Q: I have been handed a calculation on PtSe₂ with a note that the "smearing" was checked. What is smeared, and what is there to check?

A: The filling of the electronic levels is smeared. In a metal or semimetal, levels are full up to the Fermi level and empty above it, and a finite mesh of k points samples that sharp edge badly. The calculation therefore rounds off the edge over a chosen energy width, here by a recipe called cold smearing. The width is a numerical device, not a temperature. The check is to narrow it and watch whether the results settle.

Quantum ESPRESSO 7.5, PBE without spin polarisation, spin–orbit coupling or dispersion, for bulk PtSe₂ in a fixed cell, with JTH 2.0 LDA PAW potentials, a 489.805 eV wave cutoff and an 8×8×5 k mesh. The sweep value is the cold-smearing width in eV; energies are zero-width estimates relative to the 0.01 eV row, and force miss is the largest change in a force component from that row.

```
sweep value  energy less tightest (meV/atom)  pressure (GPa)  gap (eV)  force miss (eV/Å)
        0.5                           -0.620           7.337     0.000              0.005
        0.3                           -1.120           7.429     0.000              0.015
        0.2                           -0.810           7.433     0.000              0.025
      0.136                           -0.480           7.436     0.000              0.027
        0.1                           -0.290           7.441     0.000              0.021
       0.05                           -0.050           7.455     0.000              0.004
      0.025                           -0.030           7.461     0.000              0.004
       0.01                            0.000           7.457     0.000              0.000
```

The crystal and the mesh are the same in every row, and the sweep value is the width in eV. "Energy less tightest" is counted from the narrowest width, 0.01 eV. "Force miss" is the size of the largest change in any force component relative to that same row.

Q: Then the first row looks like a bargain. At 0.5 eV the energy is within 1 meV/atom and the force is off by only 0.005 eV/Å. Why not use it?

A: Because narrowing the width from there makes both results worse. At 0.3 eV the energy lies 1.12 meV/atom below the reference, against 0.62 at 0.5 eV. The force miss also grows, and goes on growing down to 0.136 eV. A result that has converged stays close to its final value when the setting is tightened further. The first row looks good because the errors shrink again at large width, not because they have settled.

Q: What should the curve look like if all goes well?

A: Theory gives a definite answer for cold smearing. Let σ be the width, E_F the Fermi level and ε the energy of a level. When σ grows a little, the free energy changes at a rate to which each electron state contributes

s = y exp(−y²) / √(2π), with y = (E_F − ε)/σ − 1/√2.

The sign of y decides everything. A level about 0.7σ below the Fermi level contributes nothing. Levels deeper than that raise the energy as the width grows, most strongly at about 1.4σ below the Fermi level. Levels nearer to the Fermi level, or above it, lower the energy, most strongly at the Fermi level itself.

If the levels are spread evenly in energy, the two groups cancel. If their density rises or falls steadily, the part left over grows as σ², and adding it up from zero width gives an energy error that grows as σ³. Halving the width should then cut the error eightfold. That is the smooth law to hold against the table.

Q: Does PtSe₂ obey it?

A: Not over this range. Suppose the error at 0.3 eV followed the cubic law up to 0.5 eV. It would grow by (0.5/0.3)³, or about 4.6 times, and the energy would lie some 5 meV/atom below the reference. The calculated energy has instead turned back towards it.

The rows below 0.3 eV approach the reference steadily, but not as a cube either. The power of σ that links neighbouring rows is about 0.8 between 0.3 and 0.2 eV, and climbs to about 2.5 between 0.1 and 0.05 eV. Between 0.05 and 0.025 eV the power drops below 1 again. The errors there are so small that rounding and the reference row's own error matter, so the table does not show the cubic law being reached.

Q: What turns the energy round between 0.3 and 0.5 eV?

A: The rule for s translates the turn into a statement about levels, if the listed energy, an estimate for zero width, is the free energy. With cold smearing the free energy can itself serve as that estimate, but the output does not settle which quantity was stored. From 0.3 to 0.5 eV the energy rises with width, so the deeper group of levels has the upper hand. From 0.2 to 0.3 eV it falls with width, so the levels close to the Fermi level and above it win. One reading is that the wider smearing reaches further down into the valence bands.

This suits a semimetal. In bulk PtSe₂ the valence and conduction bands overlap slightly, which is why a gap of zero is the right kind of answer here. Few levels lie in the region of overlap, and many more lie further down in the valence bands. At a width of 0.5 eV the strongest upward push comes from levels about 0.7 eV below the Fermi level, where the valence bands should be well filled with levels. A plot of the density of states would test this reading.

The cubic law may fail for the same reason. It treats the density of levels as a straight line across the smeared region. In a semimetal that density can bend within a few tenths of an eV, and the wider settings would then reach across the bend. The fall of the energy at narrower widths is not explained by this. A dip in the density centred on the Fermi level would make the energy rise with the width. A fall needs the levels near the Fermi level or above it to outweigh the deeper ones. A density that climbs through the Fermi level would do this, and so could mesh levels that happen to lie close to it.

Q: You speak of a density of levels, but the computer has only a finite list of them. Does that matter?

A: It may matter a good deal, and its scale can be estimated. Take the step from 0.136 to 0.1 eV, where the energy changes most steeply. It changes by 0.19 meV/atom, which is 0.57 meV for the cell of three atoms. Divided by the change of width, 0.036 eV, this gives a slope of about 0.016.

Now compare this with what one level can do, again taking the listed energy to be the free energy. The largest possible size of s is 0.171, and a level holds two electrons. The mesh has 8 × 8 × 5 = 320 points, so one level at one point contributes at most 2 × 0.171/320, or about 0.0011. At least about 15 such levels are therefore needed to produce the slope.

That is a small number for this crystal. Its symmetry makes up to 12 mesh points equivalent, and equivalent points act together. Two such sets, ideally placed in energy, could account for the steepest part of the curve. The true number may be much larger, because contributions of opposite sign cancel, so the estimate shows only that a few independent points could be enough. Whether they really shape the curve would be settled by repeating the sweep on a denser mesh.

Q: My interest is in relaxed structures, so I care about forces. Why is the force worst at 0.136 eV, where the energy is already quite good?

A: Because a force is the slope of the energy as an atom moves, and a small error can have a steep slope. Between 0.3 and 0.136 eV the energy error falls from 1.12 to 0.48 meV/atom. Over the same rows the force miss rises from 0.015 to 0.027 eV/Å. A good energy is therefore no guarantee of a good force.

The same rule shows how the two errors can part company. When an atom moves, a level shifts relative to the Fermi level, and its contribution s changes. That change is fastest where s passes through zero, about 0.7σ below the Fermi level. A level there does nothing to the energy as the width changes, yet it has the greatest leverage on how the force changes with the width. At the Fermi level it is the other way round: s is at its extreme, and a small shift hardly alters it.

Narrow widths sharpen the effect. What counts is the shift of the level divided by σ, so the same atomic movement matters more when the width is small. Once the width is very small, though, few levels remain within reach, and the error can die away. The force miss adds up all the changes from the narrowest width onwards, so it peaks where they reverse. A single level can cause such a reversal. While it lies deeper than about 1.4σ below the Fermi level, it changes the force in one direction. Once the width has grown enough to bring it inside that distance, it changes the force in the other. A peak at an intermediate width, as here, is therefore possible.

Q: Which atomic movement is involved in PtSe₂?

A: Symmetry fixes the platinum atom and leaves only the height of the selenium atoms above and below the platinum plane. Changing that height alters the overlap between platinum d and selenium p orbitals, and also the distance between selenium atoms of neighbouring layers. Bands of different bonding character respond by different amounts. Those near the Fermi level therefore shift relative to one another, which is what the force error needs. Which band dominates at 0.136 eV is an open question. Following the individual levels as the selenium height changes would answer it.

Q: Does the pressure show the same trouble?

A: Much less. Only the row at 0.5 eV stands apart, 0.12 GPa below the reference, and about three quarters of that has gone at 0.3 eV. Every narrower width is within 0.03 GPa. Pressure is also a slope of the energy, but with respect to volume, so it weighs the shifts of the levels differently from the force.

The pressure of about 7.4 GPa itself is another matter. It is there at every width, so smearing is not its source. The calculation combines the PBE functional with potentials made for LDA and leaves out dispersion, which helps to hold the layers together. Both choices can affect the absolute pressure, while they largely cancel in the differences between rows.

Q: So which width should I ask for?

A: On this mesh, 0.2 eV or narrower keeps the energy within 1 meV/atom of the reference. For forces within 0.005 eV/Å the width has to be 0.05 eV or less. The safe rule is to accept a width only if all narrower ones pass as well. That rule rejects the row at 0.5 eV, however good it looks by itself.

The narrowest width is a reference, not the truth. With very little smearing the energy settles because few mesh levels are still within reach, and this happens even if the mesh is too coarse. The force still changes by 0.004 eV/Å in the last step, so even here a few levels may be making themselves felt. For a relaxation I would repeat the check at 0.05 eV with more k points.

Q: And if I move on to a similar compound, what should I look at first?

A: Look at the density of states from about σ above the Fermi level to about 2.5σ below it. If it is nearly flat there, and the mesh is dense enough to follow it, the energy error should be small. If it is a steady slope, the error should fall quickly as the width is narrowed. If the curve bends within that range, the energy may turn, and one good row proves little. Include spin–orbit coupling when you make that plot for heavy elements. It was left out here, and it can shift bands near the Fermi level by amounts comparable with these widths, so the positions of the turns belong to this calculation.
